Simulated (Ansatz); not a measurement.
## Every step of a relaxation of Y (simple hexagonal type)

DFT, PBE, PAW with Ansatz's default frozen-core files, scalar-relativistic (Ansatz 0.2.0); a Γ-centred 14×14×13 k mesh, Fermi–Dirac smearing of 0.05 eV, no spin polarisation. The run relaxes cell and atoms at a target pressure of 0 GPa.

Command: `ansatz run input.yaml --threads 1 --pin off --max-ram 2048MiB --backend cpu --events-out ev --progress --plain --runs-dir out` It took 14 s on 1 thread of Arm Neoverse V1, with other jobs on the host, peak memory 0.35 GiB.

PAW: frozen-core files, cutoff 420 eV; forces are relaxed below 0.005 eV/Å.

Each step lists its free energy a cell above the last geometry, the pressure, the cell vectors (Å), and Cartesian positions (Å) with forces (eV/Å).

The first step:

```
step 1  dF = 5.65 meV  P = -0.68 GPa
  cell 3.4783 0.0000 0.0000  -1.7391 3.0123 0.0000  0.0000 0.0000 3.2696
  Y 0.0000 0.0000 0.0000   0.0000 0.0000 0.0000
```

The symmetry of the start is kept and no stability test is made, so the end need not be the stable phase.

**Question.** Where does the relaxation end, and by which steps?

**Answer.** After 4 geometries, with conventional a, b, c = 3.422, 3.422, 3.321 Å, at 33.676 Å³/atom (-1.70 % against the start) in space group P6/mmm, with a shortest distance of 3.321 Å. The further steps:
```
step 2  dF = 1.01 meV  P = -0.12 GPa
  cell 3.4409 0.0000 0.0000  -1.7204 2.9799 0.0000  0.0000 0.0000 3.2876
  Y 0.0000 0.0000 0.0000   0.0000 0.0000 0.0000
step 3  dF = 0.01 meV  P = 0.05 GPa
  cell 3.4204 0.0000 0.0000  -1.7102 2.9622 0.0000  0.0000 0.0000 3.3176
  Y 0.0000 0.0000 0.0000   0.0000 0.0000 0.0000
step 4  dF = 0.00 meV  P = -0.01 GPa
  cell 3.4216 0.0000 0.0000  -1.7108 2.9632 0.0000  0.0000 0.0000 3.3214
  Y 0.0000 0.0000 0.0000   0.0000 0.0000 0.0000
step 5  dF = 0.01 meV  P = -0.01 GPa  (same geometry on a basis chosen anew; earlier energies don't compare to the last digit)
  cell 3.4216 0.0000 0.0000  -1.7108 2.9632 0.0000  0.0000 0.0000 3.3214
  Y 0.0000 0.0000 0.0000   0.0000 0.0000 0.0000
```
